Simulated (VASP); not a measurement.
# MgO (Periclase) (Fm-3m) in VASP: a series of runs

The runs below take MgO (Periclase) through relaxation of cell and atoms, with PBEsol.

All numbers are computed with VASP 6.6.1; they aren't measurements. Logs are shortened: lines on timing, memory, paths and dates and some standing lists are left out, and cuts for length are marked.

## 1. Starting point

Symmetry: Fm-3m, No. 225, cubic system. The conventional cell has a = 4.217 Å, b = 4.217 Å, c = 4.217 Å, α = 90.00°, β = 90.00°, γ = 90.00°. Around Mg (site symmetry m-3m) lie 6 O at 2.11 Å. O (site symmetry m-3m) is surrounded by 6 Mg at 2.11 Å.

## 2. Relaxation of cell and atoms, PBEsol

Contents of INCAR:

```
PREC = Accurate
ENCUT = 600
EDIFF = 1E-6
ISMEAR = 0
SIGMA = 0.03
LREAL = F
LASPH = T
NELM = 80
ALGO = Normal
ISIF = 3
LWAVE = F
LCHARG = F
GGA = PS
IBRION = 2
NSW = 90
EDIFFG = -0.01
```

Contents of KPOINTS:

```
Automatic mesh
0
Gamma
  12 12 12
```

Contents of POSCAR:

```
MgO
1.0
    0.0000000000      2.1085000000      2.1085000000
    2.1085000000      0.0000000000      2.1085000000
    2.1085000000      2.1085000000      0.0000000000
Mg O
1 1
Direct
    0.0000000000      0.0000000000      0.0000000000
    0.5000000000      0.5000000000      0.5000000000
```

Potentials or basis: VASP PAW PBE potentials, release 64 (Mg, O).

Run with:

```console
$ cat potpaw_PBE.64/Mg/POTCAR potpaw_PBE.64/O/POTCAR > POTCAR
$ mpirun -np 1 vasp_std > vasp.out
```

OUTCAR:

```text
PREC = Accurate
   ENCUT = 600
   EDIFF = 1E-6
   ISMEAR = 0
   LREAL = F
   LASPH = T
   NELM = 80
   ISIF = 3
   GGA = PS
   IBRION = 2
   NSW = 90
   EDIFFG = -0.01

 ion  position               nearest neighbor table
   1  0.000  0.000  0.000-   2 2.11   2 2.11   2 2.11   2 2.11   2 2.11   2 2.11
   2  0.500  0.500  0.500-   1 2.11   1 2.11   1 2.11   1 2.11   1 2.11   1 2.11

  LATTYP: Found a face centered cubic cell.
 ALAT       =     4.2170000000

  Lattice vectors:

 A1 = (   0.0000000000,   2.1085000000,   2.1085000000)
 A2 = (   2.1085000000,   0.0000000000,   2.1085000000)
 A3 = (   2.1085000000,   2.1085000000,   0.0000000000)

Analysis of symmetry for initial positions (statically):
=====================================================================
 Subroutine PRICEL returns:
 Original cell was already a primitive cell.

 Routine SETGRP: Setting up the symmetry group for a
 face centered cubic supercell.

 Subroutine GETGRP returns: Found 48 space group operations
 (whereof 48 operations were pure point group operations)
 out of a pool of 48 trial point group operations.

The static configuration has the point symmetry O_h .

Analysis of symmetry for dynamics (positions and initial velocities):
=====================================================================
 Subroutine PRICEL returns:
 Original cell was already a primitive cell.

 Routine SETGRP: Setting up the symmetry group for a
 face centered cubic supercell.

 Subroutine GETGRP returns: Found 48 space group operations
 (whereof 48 operations were pure point group operations)
 out of a pool of 48 trial point group operations.

The dynamic configuration has the point symmetry O_h .

 Subroutine INISYM returns: Found 48 space group operations
 (whereof 48 operations are pure point group operations),
 and found     1 'primitive' translations

----------------------------------------------------------------------------------------

                                     Primitive cell

  volume of cell :      18.7478

  direct lattice vectors                    reciprocal lattice vectors
     0.000000000  2.108500000  2.108500000    -0.237135404  0.237135404  0.237135404
     2.108500000  0.000000000  2.108500000     0.237135404 -0.237135404  0.237135404
     2.108500000  2.108500000  0.000000000     0.237135404  0.237135404 -0.237135404

  length of vectors
     2.981869296  2.981869296  2.981869296     0.410730569  0.410730569  0.410730569

  position of ions in fractional coordinates (direct lattice)
     0.000000000  0.000000000  0.000000000
     0.500000000  0.500000000  0.500000000

  ion indices of the primitive-cell ions
   primitive index   ion index
                 1           1
                 2           2

----------------------------------------------------------------------------------------

 KPOINTS: Automatic mesh

Automatic generation of k-mesh.
 Grid dimensions read from file:
 generate k-points for:   12   12   12

 Generating k-lattice:

  Cartesian coordinates                     Fractional coordinates (reciprocal lattice)
    -0.019761284  0.019761284  0.019761284     0.083333333  0.000000000  0.000000000
     0.019761284 -0.019761284  0.019761284     0.000000000  0.083333333  0.000000000
     0.019761284  0.019761284 -0.019761284     0.000000000  0.000000000  0.083333333

  Length of vectors
     0.034227547  0.034227547  0.034227547

  Shift w.r.t. Gamma in fractional coordinates (k-lattice)
     0.000000000  0.000000000  0.000000000

 Subroutine IBZKPT returns following result:
 ===========================================

 Found     72 irreducible k-points:

 Following reciprocal coordinates:
            Coordinates               Weight
  0.000000  0.000000  0.000000      1.000000
  0.083333  0.000000  0.000000      8.000000
  0.166667  0.000000  0.000000      8.000000
  0.250000  0.000000  0.000000      8.000000
  0.333333  0.000000  0.000000      8.000000
  0.416667  0.000000  0.000000      8.000000
[... 16 lines left out ...]
  0.500000  0.166667  0.000000     24.000000
 -0.416667  0.166667  0.000000     24.000000
 [... further k-points ...]
   k-points           NKPTS =     72   k-points in BZ     NKDIM =     72   number of bands    NBANDS=      8
   number of dos      NEDOS =    301   number of ions     NIONS =      2
   total plane-waves  NPLWV =  13824
   dimension x,y,z NGX =    24 NGY =   24 NGZ =   24
   dimension x,y,z NGXF=    48 NGYF=   48 NGZF=   48
   ions per type =               1   1
   NGX,Y,Z   is equivalent  to a cutoff of  13.38, 13.38, 13.38 a.u.
   NGXF,Y,Z  is equivalent  to a cutoff of  26.76, 26.76, 26.76 a.u.
 SYSTEM =  unknown system
   PREC   = accura    normal or accurate (medium, high low for compatibility)
   ISTART =      0    job   : 0-new  1-cont  2-samecut
   ICHARG =      2    charge: 1-file 2-atom 10-const
   ISPIN  =      1    spin polarized calculation?
   LNONCOLLINEAR =      F non collinear calculations
   LSORBIT =      F    spin-orbit coupling
   LASPH  =      T    aspherical Exc in radial PAW
   ENCUT  =  600.0 eV  44.10 Ry    6.64 a.u.   5.96  5.96  5.96*2*pi/ulx,y,z
   NELM   =     80;   NELMIN=  2; NELMDL= -5     # of ELM steps
   EDIFF  = 0.1E-05   stopping-criterion for ELM
   LREAL  =      F    real-space projection
   EDIFFG = -.1E-01   stopping-criterion for IOM
   NSW    =     90    number of steps for IOM
   IBRION =      2    ionic relax: 0-MD 1-quasi-New 2-CG
   NFREE  =      1    steps in history (QN), initial steepest desc. (CG)
   ISIF   =      3    stress and relaxation
   ISYM   =      2    0-nonsym 1-usesym 2-fastsym
   POTIM  = 0.5000    time-step for ionic-motion
   TEBEG  =    0.0;   TEEND  =   0.0 temperature during run
   PSTRESS=    0.0 pullay stress
   NELECT =       8.0000    total number of electrons
   NUPDOWN=      -1.0000    fix difference up-down
   EMIN   =  10.00;   EMAX   =-10.00  energy-range for DOS
   EFERMI =   0.00;   METHOD = LEGACY
   ISMEAR =     0;   SIGMA  =   0.03  broadening in eV -4-tet -1-fermi 0-gaus
   EFERMI_NEDOS =   21; number of points for ismear=-14 and -15
   IALGO  =     38    algorithm
   IMIX   =      4    mixing-type and parameters
     AMIX     =   0.40;   BMIX     =  1.00
     AMIX_MAG =   1.60;   BMIX_MAG =  1.00
  volume/ion in A,a.u.               =       9.37        63.26
  Fermi-wavevector in a.u.,A,eV,Ry     =   1.232503  2.329092 20.668107  1.519063
  Thomas-Fermi vector in A             =   2.367270
   LORBIT       =      0    0 simple, 1 ext, 2 COOP (PROOUT), +10 PAW based schemes
   GGA     = PS    functional components
   LHFCALC =     F    Hartree Fock is set to
   AEXX    =    0.0000 exact exchange contribution
   IVDW    =     0    specifies the selected vdW correction
   LEPSILON=     F    determine dielectric tensor
   LRPA    =     F    only Hartree local field effects (RPA)
 conjugate gradient relaxation of ions
 non-spin polarized calculation
 Gauss-broadening in eV      SIGMA  =   0.03
  energy-cutoff  :      600.00
  volume of cell :       18.75
 maximum number of plane-waves:       642
   NGX = 11   NGY = 11   NGZ = 11

--------------------------------------- Ionic step        1  -------------------------------------------

 number of electron       8.0000005 magnetization

 Free energy of the ion-electron system (eV)
  ---------------------------------------------------
  ext. energy  EPLUGINS =         0.00000000
  ---------------------------------------------------
  free energy    TOTEN  =       -12.51528610 eV

  energy without entropy =      -12.51528610  energy(sigma->0) =      -12.51528610

------------------------ aborting loop because EDIFF is reached ----------------------------------------

  FORCE on cell =-STRESS in cart. coord.  units (eV):
  Direction    XX          YY          ZZ          XY          YZ          ZX
  --------------------------------------------------------------------------------------
  -------------------------------------------------------------------------------------
  Total       -0.1221113     -0.1221113     -0.1221113      0.0000000     -0.0000000      0.0000000
  in kB      -10.4355559    -10.4355559    -10.4355559      0.0000000     -0.0000000      0.0000000
  external PRESSURE =     -10.4355559 kB  Pullay stress =       0.0000000 kB
[... 57 lines left out ...]
  energy  without entropy=      -12.5156333887  energy(sigma->0) =      -12.51563339

--------------------------------------- Ionic step        3  -------------------------------------------

 number of electron       8.0000005 magnetization

 Free energy of the ion-electron system (eV)
  ---------------------------------------------------
  ext. energy  EPLUGINS =         0.00000000
  ---------------------------------------------------
  free energy    TOTEN  =       -12.51568318 eV

  energy without entropy =      -12.51568318  energy(sigma->0) =      -12.51568318

 E-fermi :   3.2760     XC(G=0): -11.3245

 val. band max:        3.0879285006   @ k =   0.0000   0.0000   0.0000
 cond. band min:       7.7527089129   @ k =   0.0000   0.0000   0.0000
 fundamental gap:      4.6647804123
 Fermi energy:         3.2760032721

 k-point     1 :       0.0000    0.0000    0.0000
  band No.  band energies     occupation
      1     -14.1327      2.00000
      2       3.0879      2.00000
      3       3.0879      2.00000
      4       3.0879      2.00000
      5       7.7527      0.00000
      6      18.7389      0.00000
      7      18.7389      0.00000
      8      18.7389      0.00000
[... 243 lines left out ...]
 k-point    24 :      -0.4167    0.1667    0.0000
  band No.  band energies     occupation
      1     -12.7227      2.00000
      2      -1.1973      2.00000
      3       1.4766      2.00000
      4       2.2910      2.00000
      5      12.0183      0.00000
      6      15.3619      0.00000
      7      17.1948      0.00000
      8      19.9381      0.00000

 [... further k-points ...]

------------------------ aborting loop because EDIFF is reached ----------------------------------------

  FORCE on cell =-STRESS in cart. coord.  units (eV):
  Direction    XX          YY          ZZ          XY          YZ          ZX
  --------------------------------------------------------------------------------------
  -------------------------------------------------------------------------------------
  Total        0.0001409      0.0001409      0.0001409      0.0000000      0.0000000     -0.0000000
  in kB        0.0121195      0.0121195      0.0121195      0.0000000      0.0000000     -0.0000000
  external PRESSURE =       0.0121195 kB  Pullay stress =       0.0000000 kB
[... 17 lines left out ...]
  FREE ENERGIE OF THE ION-ELECTRON SYSTEM (eV)
  ---------------------------------------------------
  free  energy   TOTEN  =       -12.5156831780 eV

  energy  without entropy=      -12.5156831780  energy(sigma->0) =      -12.51568318

 reached required accuracy - stopping structural energy minimisation
```

Wall time 7.3 s (1 thread of Intel Xeon 6975P-C (Granite Rapids), shared host); peak memory 0.15 GiB.

What came out:

```yaml
Free_energy: -12.5157 eV
Relaxed_volume: 9.31 Å³/atom
Relaxed_cell: a = 2.975 Å, b = 2.975 Å, c = 2.975 Å, α = 60.00°, β = 60.00°, γ = 60.00°
Space_group_after_relaxing_to_0.05_Å: Fm-3m (No. 225)
Energy_gained_by_relaxing: 0.2 meV/atom
Ionic_steps: 3
Pressure_after_relaxing: 0.0 GPa
Band_gap_on_the_k_mesh: 4.66 eV, direct
```

The path:
```
step  energy change (eV)  largest force (eV/Å)  pressure (GPa)  volume (Å³)
   1              0.0000                0.0000           -1.04        18.75
   2             -0.0003                0.0000            0.38        18.58
   3             -0.0004                0.0000            0.00        18.63
```

Final structure:
```cif
data_structure
_symmetry_space_group_name_H-M 'P 1'
_symmetry_Int_Tables_number 1
_cell_length_a 2.9754
_cell_length_b 2.9754
_cell_length_c 2.9754
_cell_angle_alpha 60.000
_cell_angle_beta 60.000
_cell_angle_gamma 60.000
_cell_volume 18.63
loop_
_atom_site_label
_atom_site_type_symbol
_atom_site_fract_x
_atom_site_fract_y
_atom_site_fract_z
_atom_site_occupancy
Mg1 Mg 0.00000 0.00000 0.00000 1
O1 O 0.50000 0.50000 0.50000 1
```

Caveat: the PAW data sets were made with another functional, which shifts forces and pressure a little.

## 3. Relaxation of cell and atoms, PBEsol

This run uses another cell than the first one, of 9.31 Å³/atom, 0.994 times its volume.

INCAR: that of step 2 with these lines changed.

```diff
@@ -2,3 +2,3 @@
 ENCUT = 600
-EDIFF = 1E-6
+EDIFF = 1E-7
 ISMEAR = 0
@@ -15,2 +15,2 @@
 NSW = 90
-EDIFFG = -0.01
+EDIFFG = -0.005
```

KPOINTS is that of step 2.

Contents of POSCAR:

```
MgO                                     
1.0
    0.0000000000      2.1039232588      2.1039232588
    2.1039232588     -0.0000000000      2.1039232588
    2.1039232588      2.1039232588      0.0000000000
  Mg              O             
     1     1
Direct
     0.0000000000000000    0.0000000000000000    0.0000000000000000
     0.5000000000000000    0.5000000000000000    0.5000000000000000
```

Potentials or basis: VASP PAW PBE potentials, release 64 (Mg, O).

Run with:

```console
$ cat potpaw_PBE.64/Mg/POTCAR potpaw_PBE.64/O/POTCAR > POTCAR
$ mpirun -np 1 vasp_std > vasp.out
```

It took 4.4 s on 1 thread of Intel Xeon 6975P-C (Granite Rapids), shared host; peak memory 0.14 GiB.

Results (log left out):

| Item | Value |
| --- | --- |
| Free energy | -12.5154 eV |
| Pressure after relaxing | 0.0 GPa |
| Band gap on the k mesh | 4.66 eV, direct |

Final structure:
```yaml
crystal:
  lattice:
    - [0.00000, 2.10392, 2.10392]
    - [2.10392, 0.00000, 2.10392]
    - [2.10392, 2.10392, 0.00000]
  atoms:
    - { symbol: Mg, position: [0.00000, 0.00000, 0.00000] }
    - { symbol: O, position: [0.50000, 0.50000, 0.50000] }
```

Levels at points of the mesh, in eV from the valence-band top:
```tsv
k point	band 1	band 2	band 3	band 4	band 5	band 6	band 7	band 8
(0.00, 0.00, 0.00)	-17.22	0.00	0.00	0.00	4.66	15.65	15.65	15.65
(0.50, 0.00, 0.00)	-15.90	-4.69	-0.67	-0.67	7.77	12.54	16.21	16.21
(0.50, 0.50, 0.00)	-15.63	-4.16	-1.37	-1.37	8.93	9.91	13.00	18.89
```

Caveat: the relaxation stopped at its first step, so nothing moved; the PAW data sets were made with another functional, which shifts forces and pressure a little. A k mesh can miss the band edges.
